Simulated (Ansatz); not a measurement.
An Ansatz input:

```yaml
crystal:
  lattice:
    - [0.0, 3.3392829122, 3.3392829122]
    - [3.3392829122, 0.0, 3.3392829122]
    - [3.3392829122, 3.3392829122, 0.0]
  atoms:
    - { symbol: La, position: [0.125, 0.125, 0.125], spin: 1.0 }
    - { symbol: La, position: [0.875, 0.875, 0.875], spin: 1.0 }
hamiltonian:
  xc: pbe
  pseudopotentials:
    kind: paw
    azcp:
      La: "pseudopotentials/La.paw.azcp"
basis:
  ecutwfc: 420
  fft_grid_basis: typed
kpoints:
  mp_grid: { grid: [13, 13, 13], shift: [0, 0, 0] }
magnetization:
  spin_polarized: true
scf:
  occupations: { method: fermi_dirac, width: 0.05 }
```

Output

```
Engine: ansatz 0.2.0, aarch64-unknown-linux-gnu
Pseudopotentials: kind: paw
Pseudopotential: La, paw, valence charge 11, recommended cutoff 420 eV (normal) 
Functional definition: PBE
  parameter kappa = 0.804
  parameter beta = 0.06672455060314922
  exchange = pbe_x(kappa = kappa, mu = beta*pi^2/3)
  correlation = pbe_c(beta = beta)
Crystal: 2 atoms, lattice volume = 74.471 Å³
Basis set: ecut = 420 eV, 1459 PW (Γ)
Bands: 16, of which v1, the nominal top of the filled ones, is band 11 counted from 1 (10 counted from 0)
Symmetry: 48 space group operations
Space group: Fd-3m (ITA 227), of the structure as read, at distance tolerance 4.2e-5 Å
Magnetic group: BNS 227.128 (UNI 1630), of the structure as read, at distance tolerance 4.2e-5 Å
k-points: 84 of 2197
Non-local potential: La, projectors of the file, l = 0: 3, l = 1: 2, l = 2: 2, l = 3: 3
PAW form: soft (Blöchl's): semilocal exchange-correlation on the pseudo side does not see the compensation charge
PAW one-centre angular grid: La, 590 points (default); XC on 64 Gauss nodes
Initial density: superposition of atomic densities (chi_scale 0.1, normalization cell)
Starting moments: Σ|m| = 2 μB on 2 of 2 sites
Initial wavefunctions: pseudopotential atomic-orbital guess
Functional: x = pbe(κ = 0.804, μ = 0.2195149727645171), c = pbe(β = 0.06672455060314922)
SCF iter   1: F=—  HF=-12496.988889 eV  |F-HF|=—  |Δ(HF+E_count)|=         —  Δρ=2.15e-2 (↑2.15e-2 ↓2.10e-2)  dr2=8.57e-1  dr2_m=1.25e-1  M=0.453 μB ∫|m|=0.453 μB  β_m=0.30  ethr=3.10e-3  ⟨swp⟩=5.1  Hψ=12702  notcnv=0
Mixer restart at iter 1: flushing history
spin=Collinear: Kerker preconditioning applied to the charge; magnetization (m = ρ↑ − ρ↓) channel mixes plain (no charge-response kernel on spin).
SCF iter   2: F=—  HF=-12497.627968 eV  |F-HF|=—  |Δ(HF+E_count)|=   6.39e-1  Δρ=1.67e-2 (↑1.62e-2 ↓1.67e-2)  dr2=5.68e-1  dr2_m=7.48e-2  M=0.323 μB ∫|m|=0.323 μB  β_m=0.65  ethr=3.10e-3  ⟨swp⟩=1.5  Hψ=4315  notcnv=0
SCF iter   3: F=—  HF=-12498.144724 eV  |F-HF|=—  |Δ(HF+E_count)|=   5.17e-1  Δρ=2.80e-3 (↑2.80e-3 ↓1.93e-3)  dr2=2.34e-2  dr2_m=9.64e-4  M=-0.006 μB ∫|m|=0.018 μB  β_m=0.82  ethr=2.58e-3  ⟨swp⟩=3.3  Hψ=4679  notcnv=0
SCF iter   4: F=—  HF=-12498.176787 eV  |F-HF|=—  |Δ(HF+E_count)|=   3.21e-2  Δρ=9.94e-4 (↑9.79e-4 ↓9.94e-4)  dr2=2.76e-3  dr2_m=2.35e-4  M=0.015 μB ∫|m|=0.017 μB  β_m=0.82  ethr=1.07e-4  ⟨swp⟩=3.5  Hψ=5183  notcnv=0
SCF iter   5: F=—  HF=-12498.176830 eV  |F-HF|=—  |Δ(HF+E_count)|=   4.21e-5  Δρ=2.36e-4 (↑2.25e-4 ↓2.36e-4)  dr2=2.00e-4  dr2_m=9.09e-7  M=0.000 μB ∫|m|=0.002 μB  β_m=0.91  ethr=1.25e-5  ⟨swp⟩=2.5  Hψ=4960  notcnv=0
SCF iter   6: F=—  HF=-12498.176912 eV  |F-HF|=—  |Δ(HF+E_count)|=   8.28e-5  Δρ=7.36e-5 (↑7.36e-5 ↓6.57e-5)  dr2=1.41e-5  dr2_m=1.32e-7  M=0.000 μB ∫|m|=0.000 μB  β_m=0.96  ethr=9.08e-7  ⟨swp⟩=2.0  Hψ=3654  notcnv=0
SCF iter   7: F=—  HF=-12498.176923 eV  |F-HF|=—  |Δ(HF+E_count)|=   1.07e-5  Δρ=1.51e-5 (↑1.51e-5 ↓1.29e-5)  dr2=4.59e-7  dr2_m=8.39e-9  M=-0.000 μB ∫|m|=0.000 μB  β_m=0.98  ethr=6.39e-8  ⟨swp⟩=2.6  Hψ=4847  notcnv=0
SCF iter   8: F=—  HF=-12498.176923 eV  |F-HF|=—  |Δ(HF+E_count)|=   3.60e-7  Δρ=2.32e-6 (↑2.24e-6 ↓2.32e-6)  dr2=1.10e-8  dr2_m=3.47e-10  M=-0.000 μB ∫|m|=0.000 μB  β_m=0.99  ethr=2.09e-9  ⟨swp⟩=2.8  Hψ=4558  notcnv=0
SCF iter   9: F=—  HF=-12498.176923 eV  |F-HF|=—  |Δ(HF+E_count)|=   1.57e-8  Δρ=4.85e-7 (↑4.85e-7 ↓4.54e-7)  dr2=5.81e-10  dr2_m=8.02e-12  M=0.000 μB ∫|m|=0.000 μB  β_m=0.99  ethr=5.01e-11  ⟨swp⟩=2.7  Hψ=4599  notcnv=0
SCF iter  10: F=-12498.176923 eV  HF=-12498.176923 eV  |F-HF|=1.27e-11  |Δ(HF+E_count)|=  3.98e-10  Δρ=6.98e-8 (↑6.83e-8 ↓6.98e-8)  dr2=1.11e-11  dr2_m=6.85e-14  M=0.000 μB ∫|m|=0.000 μB  ethr=2.64e-12  ⟨swp⟩=1.0  Hψ=8141  notcnv=0
SCF 1 converged in 10 iterations: F = -12498.176923 eV  dr2 = 1.11e-11
WARN: the starting moments were not kept: the SCF closed with an absolute magnetisation of 9.1e-7 μB, where they sum to 2 μB in size (2 sites). That is at most 0.1 of that sum. Measured as dr2_m measures the in/out step, that magnetisation stands 3.6e-14 eV from none, at or under the dr2_threshold of 1.0e-7 eV: it is no larger than a step whose dr2_m would equal this threshold. The system may hold no moment; this SCF shows only that its start led to no more than that. To try another start: raise the starting moments (crystal.atoms[].spin, magnetization.per_species, magnetization.initial_magnetization, or on a non-collinear deck that types none of these the spinor_matrix: blocks that start its atoms; where the total moment is fixed, keep their sum and leave initial_magnetization as it is; typed ones take the place of any that the run laid by itself, positive ones on a crystal's lanthanoids without a Hubbard term where scf.initial_density.shell_occupations: [] is typed) or, if the notice of its spin-set hold's release reads "site moments contracting" or "site moments show no strong build", lengthen the hold (scf.mixing.spin_hold: { on: { confirm: 4 } }; for m-r²SCAN on two components see the key's manual first). Each may lead to a state that holds a moment. A second SCF, from the converged charge density, with the starting moments and any scf.initial_density.shell_occupations laid on it anew, would have followed, and was not run: the deck does not ask for one (magnetization.retry_lost_moments is false, the default). To let it run, set magnetization.retry_lost_moments: true and run the deck again, where that key's refused combinations let it; where memory then withholds it, that run's warning says so.
SCF converged after 10 iterations
Magnetization: 0.0000 μB (11.0000 up, 11.0000 down)
Absolute magnetization: 0.0000 μB (∫|ρ↑−ρ↓|, with the PAW one-centre terms)
Spin contamination: 0.0000 ħ² per cell (⟨S²⟩ above its minimum at these occupations)
Per-site moments (μB) at R_I (Å): [(-1.387634973502882e-7, 1.1929103308602478), (-1.3876349735911226e-7, 1.1929103308602478)]
Free energy (F): -12498.176923 eV
Harris-Foulkes:  -12498.176923 eV  (|F-HF|=1.27e-11)
Internal energy: -12498.162906 eV  (E = F + TS)
E sigma→0 (E₀):  -12498.169915 eV
Entropy (-TS):   -0.014018 eV (-7.009 meV/atom)
Fermi energy:    10.569005 eV
--- Per-component energies (eV) ---
  E_band       = -104.369378
  E_kinetic    = 396.984931
  E_local      = -865.605790  (includes V_loc(G=0)·N_el)
  E_nonlocal   = 191.780388
  E_hartree    = 299.042035
  E_xc         = -281.176641
  E_vxc        = -298.925624  (∫ρ·V_xc dr)
  E_paw        = -10833.837326  (= ΣΔE_a)
  E_vpaw       = -126.687296  (= ΣTr[D̂ρ^β])
  E_aug_tail   = -0.000000  (compensation charges beyond the density's cutoff)
  E_ewald      = -1405.350502
  E_smearing   = -0.014018  (= −TS)
  E_closure    = 0.000000  (closes the sum)
  Σ components = -12498.176923   (vs F -12498.176923, Δ=0.00e0)
```
